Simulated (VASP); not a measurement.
Write the native input for VASP 6.6.1 that does the following.

| Property | Result |
| --- | --- |
| Task | single point |
| Functional | PBEsol |
| Potentials or basis | VASP PAW PBE potentials, release 64 (Ti_sv, Al) |
| Cutoff | 520 eV |
| k mesh | 18 × 18 × 18 |
| Occupations | gaussian, width 0.1 eV |
| Spin | no spin polarisation |
| Further INCAR settings | ALGO = Normal; EDIFF = 1e-06 |

The structure of Ti3Al lies in POSCAR:

```
Ti3Al
1.0
    0.0000000000      3.1842200000      3.1842200000
    3.1842200000      0.0000000000      3.1842200000
    3.1842200000      3.1842200000      0.0000000000
Ti Al
3 1
Direct
    0.7500000000      0.7500000000      0.7500000000
    0.2500000000      0.2500000000      0.2500000000
    0.0000000000      0.0000000000      0.0000000000
    0.5000000000      0.5000000000      0.5000000000
```

The cell comes from a database or a generator and needn't be the stable form of this composition.

One way to write it, as run:

INCAR

```
  PREC = Accurate
  ENCUT = 520
  EDIFF = 1E-6
  ISMEAR = 0
  SIGMA = 0.1
  LREAL = False
  LASPH = True
  NELM = 80
  ALGO = Normal
  ISIF = 2
  LWAVE = False
  LCHARG = True
  GGA = PS
  LELF = True
  LVHAR = True
```

KPOINTS

```
Automatic mesh
0
Gamma
  18 18 18
```

Potentials or basis: VASP PAW PBE potentials, release 64 (Ti_sv, Al).

Run with:

```sh
$ cat potpaw_PBE.64/Ti_sv/POTCAR potpaw_PBE.64/Al/POTCAR > POTCAR
$ mpirun -np 1 vasp_std > vasp.out
```

It gave:

* Pressure: 0.0 GPa
* Band gap on the k mesh: none (metal or under the smearing width)

Caveat: the PAW data sets were made with another functional, which shifts forces and pressure a little.

Wall time 2.3 min on 1 thread of Intel(R) Xeon(R) 6975P-C (Granite Rapids) (shared host), peak memory 0.39 GiB.
